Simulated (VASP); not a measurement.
# TiO2 (P4_2/mnm) in VASP: further runs

Runs on TiO2. Level: PBE. Tasks: band structure.

All numbers are computed with VASP 6.6.1; they aren't measurements. Logs are shortened: lines on timing, memory, paths and dates and some standing lists are left out, and cuts for length are marked.

**Measured values to compare with.**

From “Shallow Valence Band of Rutile GeO2 and P-type Doping”, 2020, arxiv:2011.08928, for a bulk crystal of TiO2 at 1.6 K: band gap 3.03 eV (direct).

How close the calculation comes is told below.

## 1. Starting point

Symmetry: P4_2/mnm, No. 136, tetragonal system. The conventional cell has a = 4.600 Å, b = 4.600 Å, c = 2.959 Å, α = 90.00°, β = 90.00°, γ = 90.00°. Ti (site symmetry mmm) is surrounded by 6 O at 1.95 to 1.98 Å. O (site symmetry m2m) is surrounded by 3 Ti at 1.95 to 1.98 Å.

The cell is a database's computed one.

## 2. Band structure, PBE

INCAR

```
ALGO     = Normal         # electronic algorithm
EDIFF    = 1E-7           # SCF threshold, eV
ENCUT    = 900            # plane-wave cutoff, eV
GGA      = PE             # functional
ISIF     = 2              # what is computed and relaxed
ISMEAR   = -1             # smearing method
LASPH    = True           # aspherical terms in the spheres
LCHARG   = False          # write CHGCAR
LMAXMIX  = 4              # l up to which the mixer works
LREAL    = False          # projectors in reciprocal space
LWAVE    = False          # write WAVECAR
NELM     = 60             # most SCF steps
PREC     = Accurate       # precision mode
SIGMA    = 0.05           # smearing width, eV
```

KPOINTS

```
k-points
0
Gamma
  6 6 9
```

POSCAR

```
TiO2
1.0
    4.5998373239      0.0000000000      0.0000000000
    0.0000000000      4.5998373239      0.0000000000
    0.0000000000      0.0000000000      2.9592135600
Ti O
2 4
Direct
    0.0000000000      0.0000000000      0.5000000000
    0.5000000000      0.5000000000      0.0000000000
    0.3043213200      0.3043213200      0.5000000000
    0.1956786800      0.8043213200      0.0000000000
    0.8043213200      0.1956786800      0.0000000000
    0.6956786800      0.6956786800      0.5000000000
```

KPOINTS_OPT

```
path GXMGZRAZ,XR,MA
10
line-mode
reciprocal
 0.0000000000  0.0000000000  0.0000000000  G
 0.0000000000  0.5000000000  0.0000000000  X

 0.0000000000  0.5000000000  0.0000000000  X
 0.5000000000  0.5000000000  0.0000000000  M

 0.5000000000  0.5000000000  0.0000000000  M
 0.0000000000  0.0000000000  0.0000000000  G

 0.0000000000  0.0000000000  0.0000000000  G
 0.0000000000  0.0000000000  0.5000000000  Z

 0.0000000000  0.0000000000  0.5000000000  Z
 0.0000000000  0.5000000000  0.5000000000  R

 0.0000000000  0.5000000000  0.5000000000  R
 0.5000000000  0.5000000000  0.5000000000  A

 0.5000000000  0.5000000000  0.5000000000  A
 0.0000000000  0.0000000000  0.5000000000  Z

 0.0000000000  0.5000000000  0.0000000000  X
 0.0000000000  0.5000000000  0.5000000000  R

 0.5000000000  0.5000000000  0.0000000000  M
 0.5000000000  0.5000000000  0.5000000000  A
```

Potentials or basis: VASP PAW PBE potentials, release 64 (Ti_sv, O_h).

Run with:

```
$ cat potpaw_PBE.64/Ti_sv/POTCAR potpaw_PBE.64/O_h/POTCAR > POTCAR
$ mpirun -np 1 vasp_std > vasp.out
```

OUTCAR:

```text
EDIFF = 1E-7
   ENCUT = 900
   GGA = PE
   ISIF = 2
   ISMEAR = -1
   LASPH = True
   LREAL = False
   NELM = 60
   PREC = Accurate

 ion  position               nearest neighbor table
   1  0.000  0.000  0.500-   4 1.95   5 1.95   4 1.95   5 1.95   3 1.98   6 1.98
   2  0.500  0.500  0.000-   3 1.95   6 1.95   3 1.95   6 1.95   5 1.98   4 1.98
   3  0.304  0.304  0.500-   2 1.95   2 1.95   1 1.98
   4  0.196  0.804  0.000-   1 1.95   1 1.95   2 1.98
   5  0.804  0.196  0.000-   1 1.95   1 1.95   2 1.98
   6  0.696  0.696  0.500-   2 1.95   2 1.95   1 1.98

  LATTYP: Found a simple tetragonal cell.
 ALAT       =     4.5998373239
 C/A-ratio  =     0.6433300466

  Lattice vectors:

 A1 = (   4.5998373239,   0.0000000000,   0.0000000000)
 A2 = (   0.0000000000,   4.5998373239,   0.0000000000)
 A3 = (   0.0000000000,   0.0000000000,   2.9592135600)

Analysis of symmetry for initial positions (statically):
=====================================================================
 Subroutine PRICEL returns:
 Original cell was already a primitive cell.

 Routine SETGRP: Setting up the symmetry group for a
 simple tetragonal supercell.

 Subroutine GETGRP returns: Found 16 space group operations
 (whereof  8 operations were pure point group operations)
 out of a pool of 16 trial point group operations.

The static configuration has the point symmetry D_2h.
 The point group associated with its full space group is D_4h.

Analysis of symmetry for dynamics (positions and initial velocities):
=====================================================================
 Subroutine PRICEL returns:
 Original cell was already a primitive cell.

 Routine SETGRP: Setting up the symmetry group for a
 simple tetragonal supercell.

 Subroutine GETGRP returns: Found 16 space group operations
 (whereof  8 operations were pure point group operations)
 out of a pool of 16 trial point group operations.

The dynamic configuration has the point symmetry D_2h.
 The point group associated with its full space group is D_4h.

 Subroutine INISYM returns: Found 16 space group operations
 (whereof  8 operations are pure point group operations),
 and found     1 'primitive' translations

----------------------------------------------------------------------------------------

                                     Primitive cell

  volume of cell :      62.6125

  direct lattice vectors                    reciprocal lattice vectors
     4.599837324  0.000000000  0.000000000     0.217398993  0.000000000  0.000000000
     0.000000000  4.599837324  0.000000000     0.000000000  0.217398993  0.000000000
     0.000000000  0.000000000  2.959213560     0.000000000  0.000000000  0.337927622

  length of vectors
     4.599837324  4.599837324  2.959213560     0.217398993  0.217398993  0.337927622

  position of ions in fractional coordinates (direct lattice)
     0.000000000  0.000000000  0.500000000
     0.500000000  0.500000000  0.000000000
     0.304321320  0.304321320  0.500000000
     0.195678680  0.804321320  0.000000000
     0.804321320  0.195678680  0.000000000
     0.695678680  0.695678680  0.500000000

  ion indices of the primitive-cell ions
   primitive index   ion index
                 1           1
                 2           2
                 3           3
                 4           4
                 5           5
                 6           6

----------------------------------------------------------------------------------------

 KPOINTS: k-points

Automatic generation of k-mesh.
 Grid dimensions read from file:
 generate k-points for:    6    6    9

 Generating k-lattice:

  Cartesian coordinates                     Fractional coordinates (reciprocal lattice)
     0.036233165  0.000000000  0.000000000     0.166666667  0.000000000  0.000000000
     0.000000000  0.036233165  0.000000000     0.000000000  0.166666667  0.000000000
     0.000000000  0.000000000  0.037547514     0.000000000  0.000000000  0.111111111

  Length of vectors
     0.036233165  0.036233165  0.037547514

[... 54 lines left out ...]

 k-point     3 :       0.3333    0.0000    0.0000
  band No.  band energies     occupation
      1     -51.6197      2.00000
      2     -51.6113      2.00000
      3     -27.8960      2.00000
      4     -27.8938      2.00000
      5     -27.8031      2.00000
      6     -27.8008      2.00000
[... 20 lines left out ...]
     27       8.1469      0.00000
     28       8.2837      0.00000

 k-point     4 :       0.5000    0.0000    0.0000
  band No.  band energies     occupation
      1     -51.6155      2.00000
      2     -51.6155      2.00000
      3     -27.8752      2.00000
      4     -27.8752      2.00000
      5     -27.8227      2.00000
      6     -27.8227      2.00000
[... 20 lines left out ...]
     27       8.3143      0.00000
     28       8.3143      0.00000

 k-point     5 :       0.1667    0.1667    0.0000
  band No.  band energies     occupation
      1     -51.6218      2.00000
      2     -51.6093      2.00000
      3     -27.9312      2.00000
      4     -27.8925      2.00000
      5     -27.8038      2.00000
      6     -27.7638      2.00000
[... 20 lines left out ...]
     27       7.7988      0.00000
     28       8.0824      0.00000

 k-point     6 :       0.3333    0.1667    0.0000
  band No.  band energies     occupation
      1     -51.6191      2.00000
      2     -51.6119      2.00000
      3     -27.9240      2.00000
      4     -27.8755      2.00000
      5     -27.8224      2.00000
      6     -27.7726      2.00000
[... 463 lines left out ...]
      5     -27.8790      2.00000
      6     -27.8790      2.00000
[... 20 lines left out ...]
     27       7.9903      0.00000
     28       8.3164      0.00000

 k-point    22 :       0.1667    0.0000    0.2222
  band No.  band energies     occupation
      1     -51.6047      2.00000
      2     -51.5936      2.00000
      3     -27.9127      2.00000
      4     -27.8895      2.00000
      5     -27.8686      2.00000
      6     -27.8636      2.00000
[... 20 lines left out ...]
     27       8.0880      0.00000
     28       8.2657      0.00000

 k-point    23 :       0.3333    0.0000    0.2222
  band No.  band energies     occupation
      1     -51.6023      2.00000
      2     -51.5959      2.00000
      3     -27.9174      2.00000
      4     -27.9014      2.00000
      5     -27.8492      2.00000
      6     -27.8390      2.00000
[... 20 lines left out ...]
     27       8.2864      0.00000
     28       8.3051      0.00000

 k-point    24 :       0.5000    0.0000    0.2222
  band No.  band energies     occupation
      1     -51.5991      2.00000
      2     -51.5991      2.00000
      3     -27.9126      2.00000
      4     -27.9126      2.00000
      5     -27.8299      2.00000
      6     -27.8299      2.00000
[... 20 lines left out ...]
     27       8.4424      0.00000
     28       8.4424      0.00000

 [... further k-points ...]
[... 5 lines left out ...]
  --------------------------------------------------------------------------------------
  -------------------------------------------------------------------------------------
  Total        1.8013467      1.8013467      1.5449913     -0.0000000      0.0000000      0.0000000
  in kB       46.0942387     46.0942387     39.5344183     -0.0000000      0.0000000      0.0000000
  external PRESSURE =      43.9076319 kB  Pullay stress =       0.0000000 kB

 VOLUME and BASIS-vectors are now :
 -----------------------------------------------------------------------------
  energy-cutoff  :      900.00
  volume of cell :       62.61
      direct lattice vectors                 reciprocal lattice vectors
     4.599837324  0.000000000  0.000000000     0.217398993  0.000000000  0.000000000
     0.000000000  4.599837324  0.000000000     0.000000000  0.217398993  0.000000000
     0.000000000  0.000000000  2.959213560     0.000000000  0.000000000  0.337927622

 POSITION                                       TOTAL-FORCE (eV/Angst)
 -----------------------------------------------------------------------------------
      0.00000      0.00000      1.47961         0.000000      0.000000      0.000000
      2.29992      2.29992      0.00000         0.000000      0.000000      0.000000
      1.39983      1.39983      1.47961        -0.010290     -0.010290      0.000000
      0.90009      3.69975      0.00000         0.010290     -0.010290      0.000000
      3.69975      0.90009      0.00000        -0.010290      0.010290     -0.000000
      3.20001      3.20001      1.47961         0.010290      0.010290     -0.000000
 -----------------------------------------------------------------------------------
    total drift:                               -0.000000     -0.000000      0.000000

  FREE ENERGIE OF THE ION-ELECTRON SYSTEM (eV)
  ---------------------------------------------------
  free  energy   TOTEN  =       -53.6876042837 eV

  energy  without entropy=      -53.6876042831  energy(sigma->0) =      -53.68760428
```

Wall time 3.1 min (1 thread of Intel Xeon 6975P-C (Granite Rapids), shared host); peak memory 0.42 GiB.

What came out:

| Property | Result |
| --- | --- |
| Free energy | -53.6876 eV |
| Pressure | 4.4 GPa |
| Largest force | 0.015 eV/Å |
| Band gap on the k mesh | 1.84 eV, direct |
| Band gap along the path | 1.85 eV, direct |

Forces on the atoms (eV/Å):
```
Ti   0.000  0.000  0.000
Ti   0.000  0.000  0.000
O   -0.010 -0.010  0.000
O    0.010 -0.010  0.000
O   -0.010  0.010  0.000
O    0.010  0.010  0.000
```

Levels at the corners of the path, in eV from the valence-band top:
```
point  band 22  band 23  band 24  band 25  band 26  band 27
    Γ    -0.45    -0.45     0.00     1.85     2.13     2.39
    X    -1.64    -0.74    -0.74     2.51     2.51     3.00
    X    -1.64    -0.74    -0.74     2.51     2.51     3.00
    M    -1.31    -1.07    -1.07     1.88     1.88     2.50
    M    -1.31    -1.07    -1.07     1.88     1.88     2.50
    Γ    -0.45    -0.45     0.00     1.85     2.13     2.38
    Γ    -0.45    -0.45     0.00     1.85     2.13     2.39
    Z    -2.36    -1.42    -1.42     2.95     2.95     3.15
    Z    -2.36    -1.42    -1.42     2.95     2.95     3.15
    R    -2.04    -1.04    -1.04     1.89     1.89     3.18
    R    -2.04    -1.04    -1.04     1.89     1.89     3.18
    A    -1.29    -0.67    -0.67     2.58     2.58     3.18
    A    -1.29    -0.67    -0.67     2.58     2.58     3.18
    Z    -2.36    -1.42    -1.42     2.95     2.95     3.15
    X    -1.64    -0.74    -0.74     2.51     2.51     3.00
    R    -2.04    -1.04    -1.04     1.89     1.89     3.18
    M    -1.31    -1.07    -1.07     1.88     1.88     2.50
    A    -1.29    -0.67    -0.67     2.58     2.58     3.19
```

Caveat: the cutoff is under 1.25 times the usual one of these potentials, so pressure, stress and relaxed cells hold a basis-set (Pulay) error.

## 3. Band structure, PBE

POSCAR is that of step 2.

INCAR.step1

```
PREC = Accurate ; ENCUT = 400
EDIFF = 1E-6 ; ISMEAR = -1
SIGMA = 0.05 ; LREAL = F
LASPH = T ; NELM = 60
ALGO = Normal ; ISIF = 2
LWAVE = F ; LCHARG = T
LMAXMIX = 4 ; GGA = PE
```

KPOINTS.step1

```
Automatic mesh
0
Gamma
  6 6 9
```

INCAR.step2

```
PREC = Accurate ; ENCUT = 400
EDIFF = 1E-6 ; ISMEAR = 0
SIGMA = 0.05 ; LREAL = F
LASPH = T ; NELM = 60
ALGO = Normal ; ISIF = 2
LWAVE = F ; LCHARG = F
LMAXMIX = 4 ; GGA = PE
ICHARG = 11
```

KPOINTS.step2

```
path GXMGZRAZ,XR,MA
20
line-mode
reciprocal
 0.0000000000  0.0000000000  0.0000000000  G
 0.0000000000  0.5000000000  0.0000000000  X

 0.0000000000  0.5000000000  0.0000000000  X
 0.5000000000  0.5000000000  0.0000000000  M

 0.5000000000  0.5000000000  0.0000000000  M
 0.0000000000  0.0000000000  0.0000000000  G

 0.0000000000  0.0000000000  0.0000000000  G
 0.0000000000  0.0000000000  0.5000000000  Z

 0.0000000000  0.0000000000  0.5000000000  Z
 0.0000000000  0.5000000000  0.5000000000  R

 0.0000000000  0.5000000000  0.5000000000  R
 0.5000000000  0.5000000000  0.5000000000  A

 0.5000000000  0.5000000000  0.5000000000  A
 0.0000000000  0.0000000000  0.5000000000  Z

 0.0000000000  0.5000000000  0.0000000000  X
 0.0000000000  0.5000000000  0.5000000000  R

 0.5000000000  0.5000000000  0.0000000000  M
 0.5000000000  0.5000000000  0.5000000000  A
```

Potentials or basis: VASP PAW PBE potentials, release 64 (Ti_sv, O_s).

Run with:

```
$ cat potpaw_PBE.64/Ti_sv/POTCAR potpaw_PBE.64/O_s/POTCAR > POTCAR
$ cp INCAR.step1 INCAR
$ cp KPOINTS.step1 KPOINTS
$ mpirun -np 1 vasp_std > vasp.out
$ cp INCAR.step2 INCAR
$ cp KPOINTS.step2 KPOINTS
$ mpirun -np 1 vasp_std > vasp.out
```

It took 70 s on 1 thread of Intel Xeon 6975P-C (Granite Rapids), shared host; peak memory 0.27 GiB.

Results (log left out):

| Item | Value |
| --- | --- |
| Band gap on the k mesh | 1.83 eV, direct |
| Band gap along the path | 1.83 eV, direct |

Levels at the corners of the path, in eV from the valence-band top:
```
point  band 22  band 23  band 24  band 25  band 26  band 27
    Γ    -0.47    -0.47     0.00     1.83     2.12     2.37
    X    -1.66    -0.74    -0.74     2.50     2.50     2.99
    X    -1.66    -0.74    -0.74     2.50     2.50     2.99
    M    -1.32    -1.09    -1.09     1.87     1.87     2.48
    M    -1.32    -1.09    -1.09     1.87     1.87     2.48
    Γ    -0.47    -0.47     0.00     1.83     2.13     2.37
    Γ    -0.47    -0.47     0.00     1.83     2.14     2.38
    Z    -2.37    -1.43    -1.43     2.94     2.94     3.13
    Z    -2.37    -1.43    -1.43     2.94     2.94     3.13
    R    -2.04    -1.04    -1.04     1.88     1.88     3.16
    R    -2.04    -1.04    -1.04     1.88     1.88     3.16
    A    -1.29    -0.68    -0.68     2.57     2.57     3.17
    A    -1.29    -0.68    -0.68     2.57     2.57     3.17
    Z    -2.37    -1.43    -1.43     2.94     2.94     3.13
    X    -1.66    -0.74    -0.74     2.50     2.50     2.99
    R    -2.04    -1.04    -1.04     1.88     1.88     3.16
    M    -1.32    -1.09    -1.09     1.87     1.87     2.48
    A    -1.29    -0.68    -0.68     2.57     2.57     3.17
```

Caveat: the log is that of the step along the path at fixed density, whose energy, stress, charges and moments have no meaning.

## 4. Band structure, PBE

INCAR

```
SYSTEM = TiO2
PREC = Accurate ; ENCUT = 520
EDIFF = 1E-6 ; ISMEAR = -1
SIGMA = 0.05 ; LREAL = .False.
LASPH = .True. ; NELM = 60
ALGO = Normal ; ISIF = 2
LWAVE = .False. ; LCHARG = .False.
LMAXMIX = 4 ; GGA = PE
```

KPOINTS

```
Automatic mesh
0
Gamma
  6 6 9
  0 0 0
```

POSCAR is that of step 3.

Edit KPOINTS_OPT of step 2 so:

```diff
@@ -1,3 +1,3 @@
 path GXMGZRAZ,XR,MA
-10
+15
 line-mode
```

Potentials or basis: VASP PAW PBE potentials, release 54 (Ti_sv, O).

Run with:

```
$ cat potpaw_PBE.54/Ti_sv/POTCAR potpaw_PBE.54/O/POTCAR > POTCAR
$ mpirun -np 1 vasp_std > vasp.out
```

Run time: 76 s. Hardware: 1 thread of Intel Xeon 6975P-C (Granite Rapids), shared host; peak memory 0.27 GiB.

It converged, with:

```
Free energy             : -53.6524 eV
Pressure                : 5.0 GPa
Largest force           : 0.021 eV/Å
Band gap on the k mesh  : 1.84 eV, direct
Band gap along the path : 1.84 eV, direct
```

Forces on the atoms (eV/Å):
```
Ti   0.000  0.000  0.000
Ti   0.000  0.000  0.000
O   -0.015 -0.015  0.000
O    0.015 -0.015  0.000
O   -0.015  0.015  0.000
O    0.015  0.015  0.000
```

Stress tensor (GPa, compression positive):
```
5.12 0.00 0.00
0.00 5.12 0.00
0.00 0.00 4.61
```

Levels at the corners of the path, in eV from the valence-band top:
```csv
point,band 22,band 23,band 24,band 25,band 26,band 27
Γ,-0.46,-0.46,0.00,1.84,2.13,2.39
X,-1.65,-0.74,-0.74,2.50,2.50,3.00
X,-1.65,-0.74,-0.74,2.50,2.50,3.00
M,-1.31,-1.08,-1.08,1.87,1.87,2.49
M,-1.31,-1.08,-1.08,1.87,1.87,2.49
Γ,-0.46,-0.46,0.00,1.84,2.13,2.37
Γ,-0.46,-0.46,0.00,1.84,2.13,2.37
Z,-2.37,-1.43,-1.43,2.95,2.95,3.15
Z,-2.37,-1.43,-1.43,2.95,2.95,3.15
R,-2.04,-1.04,-1.04,1.89,1.89,3.17
R,-2.04,-1.04,-1.04,1.89,1.89,3.17
A,-1.29,-0.68,-0.68,2.57,2.57,3.18
A,-1.29,-0.68,-0.68,2.57,2.57,3.18
Z,-2.37,-1.43,-1.43,2.95,2.95,3.15
X,-1.65,-0.74,-0.74,2.50,2.50,3.00
R,-2.04,-1.04,-1.04,1.89,1.89,3.17
M,-1.31,-1.08,-1.08,1.87,1.87,2.49
A,-1.29,-0.68,-0.68,2.57,2.57,3.18
```

## 5. Overview

```csv
potentials or basis,cutoff (eV),further INCAR settings,gap on the mesh (eV),pressure (GPa),largest force (eV/Å)
"VASP PAW PBE potentials, release 64 (Ti_sv, O_h)",900,ALGO = Normal; EDIFF = 1e-07,1.84,4.4,0.01
"VASP PAW PBE potentials, release 64 (Ti_sv, O_s)",400,ALGO = Normal; EDIFF = 1e-06,1.83,-,-
"VASP PAW PBE potentials, release 54 (Ti_sv, O)",520,ALGO = Normal; EDIFF = 1e-06,1.84,5.0,0.02
```

Alike in all rows: task band structure; level PBE; no spin polarisation; cell as given; k mesh 6 × 6 × 9; smearing fermi-dirac 0.05 eV.

Caveats: the cutoff is under 1.25 times the usual one of these potentials, so pressure, stress and relaxed cells hold a basis-set (Pulay) error (some runs).

Total energies depend on the potentials used, so only differences within one code and one set of settings carry meaning.

## 6. Comparison with measurements

Step 2. Measured gap of TiO2: 3.03 eV (direct; 1.6 K; quoted in “Shallow Valence Band of Rutile GeO2 and P-type Doping”, 2020, arxiv:2011.08928). This calculation gives 1.85 eV (-1.18 eV). 2 values of this kind are on record in papers (3.03 to 3.05 eV); this one was drawn at random among those near their median. The value is that of PBE, without temperature or zero-point motion. Semilocal functionals fall short of measured gaps as a rule. The cell is a database's relaxed one, not the measured one, which moves gaps too.

Step 3. Measured gap of TiO2: 3.03 eV (direct; 1.6 K; quoted in “Shallow Valence Band of Rutile GeO2 and P-type Doping”, 2020, arxiv:2011.08928). This calculation gives 1.83 eV (-1.20 eV). 2 values of this kind are on record in papers (3.03 to 3.05 eV); this one was drawn at random among those near their median. The value is that of PBE, without temperature or zero-point motion. Semilocal functionals fall short of measured gaps as a rule. The cell is a database's relaxed one, not the measured one, which moves gaps too.

Step 4. A measured gap of TiO2 is 3.03 eV (direct; 1.6 K; quoted in “Shallow Valence Band of Rutile GeO2 and P-type Doping”, 2020, arxiv:2011.08928); the calculated 1.84 eV misses it by -1.19 eV. 2 values of this kind are on record in papers (3.03 to 3.05 eV); this one was drawn at random among those near their median. The value is that of PBE, without temperature or zero-point motion. Semilocal functionals fall short of measured gaps as a rule. The cell is a database's relaxed one, not the measured one, which moves gaps too.
